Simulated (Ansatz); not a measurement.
# Formation energy of TiTe, relaxed from a rocksalt start to space group R-3m (read at 0.02 Å)

Computed with Ansatz (plane waves, PAW, 420 eV cutoff): PBE, scalar-relativistic, collinear spin, 10×10×5 k-mesh, Gaussian smearing of 0.05 eV; PAW files: Ansatz's generated set soft_2.

This is a trial structure; measured cells of the compound in the Crystallography Open Database are in space group P63/mmc.

It takes space group R-3m (No. 166, trigonal). The conventional cell has a = 4.087 Å, b = 4.087 Å, c = 9.753 Å, α = 90.00°, β = 90.00°, γ = 120.00°. Ti (site symmetry -3m) has 6 Te at 2.87 Å as nearest neighbours. Te (site symmetry -3m) has 6 Ti at 2.87 Å as nearest neighbours. (Shells end 15 % past the nearest neighbour.)

The elements were computed in their standard states with the same datasets, cutoff and functional. The compound's run is antiferromagnetic, with site spin moments Ti 1.27, -1.27 μB. Absolute energies hang on the potentials; compare differences alone.

Energy of the relaxed cell (4 atoms, smearing extrapolated to zero): -18960.696 eV. Elements, in eV/atom: Ti -2499.667, Te -6979.958.

**Question.** What is the formation energy?

**Answer.** [-18960.696 − (2 × -2499.667 + 2 × -6979.958)] / 4 = -0.36 eV/atom, or -35 kJ per mole of atoms.

The value is for 0 K, without zero-point energy. A negative value shows stability against the elements alone, not against other compounds or structures.

 Scalar-relativistic only: spin–orbit splittings of the heavy atoms' levels are missing. The run wasn't fully tested for a lower electronic state. The program found that the saved state from which it went on wasn't the lowest. Site moments are of spin, integrated over atomic spheres.
